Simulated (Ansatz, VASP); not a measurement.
# LiCl in VASP and in Ansatz

File INCAR:

```
  PREC = Accurate
  ENCUT = 600
  EDIFF = 1E-6
  ISMEAR = 0
  SIGMA = 0.02
  LREAL = False
  LASPH = True
  NELM = 100
  ALGO = Normal
  ISIF = 3
  LWAVE = False
  LCHARG = False
  GGA = PE
  IBRION = 2
  NSW = 100
  EDIFFG = -0.01
```

KPOINTS

```
Automatic mesh
0
Gamma
  8 8 4
```

POSCAR

```
LiCl
1.0
    1.9701245869     -3.4485270732      0.0000000000
    1.9701245869      3.4485270732      0.0000000000
    0.0000000000      0.0000000000      9.2084894099
Li Cl
2 2
Direct
    0.4020854716      0.5979145284      0.2500000000
    0.5979145284      0.4020854716      0.7500000000
    0.9294403087      0.0705596913      0.7500000000
    0.0705596913      0.9294403087      0.2500000000
```

Input for Ansatz:

```yaml
crystal:
  lattice:
    - [1.9701245869, -3.4485270732, 0.0]
    - [1.9701245869, 3.4485270732, 0.0]
    - [0.0, 0.0, 9.2084894099]
  atoms:
    - { symbol: Li, position: [0.4020854716, 0.5979145284, 0.25] }
    - { symbol: Li, position: [0.5979145284, 0.4020854716, 0.75] }
    - { symbol: Cl, position: [0.9294403087, 0.0705596913, 0.75] }
    - { symbol: Cl, position: [0.0705596913, 0.9294403087, 0.25] }
basis:
  ecutwfc: 420
kpoints:
  mp_grid: { grid: [8, 8, 4] }
hamiltonian:
  xc: pbe
scf:
  occupations: { method: gaussian, width: 0.02 }
output:
  forces: true
  stress: true
  eigenvalues: true
  write_density: true
  write_potential: true
  elf: true
  volumetric_format: npy
relax:
  adjacent_minimum: "off"
  f_tol: 0.01
  max_steps: 80
  cell: { stress_tol: 0.05 }
```

Alike in both runs: task relaxation of cell and atoms; functional PBE; k mesh 8 × 8 × 4; occupations gaussian, width 0.02 eV; no spin polarisation.

```csv
,VASP,Ansatz
version,VASP 6.6.1,Ansatz 0.2.0
potentials or method,"VASP PAW PBE potentials, release 64 (Li_sv, Cl)","scalar-relativistic, plane waves, PAW"
plane-wave cutoff (eV),600,420
valence electrons in the cell,20,20
```

```csv
,VASP,Ansatz,Ansatz less VASP
"gap on the k mesh at the Fermi level, each at its own relaxed structure (eV)",5.35,5.34,-0.006
relaxed volume (Å³/atom),31.28,31.28,0.000
relaxed cell length with the largest relative difference (Å),3.972,3.972,0.0000
```

Caveats: the cutoff is under 1.25 times the usual one of these potentials, so pressure, stress and relaxed cells hold a basis-set (Pulay) error (VASP); the relaxation stopped at its first step, so nothing moved. A k mesh can miss the band edges. A hybrid or GW would open this gap; PBE tends to underestimate it.
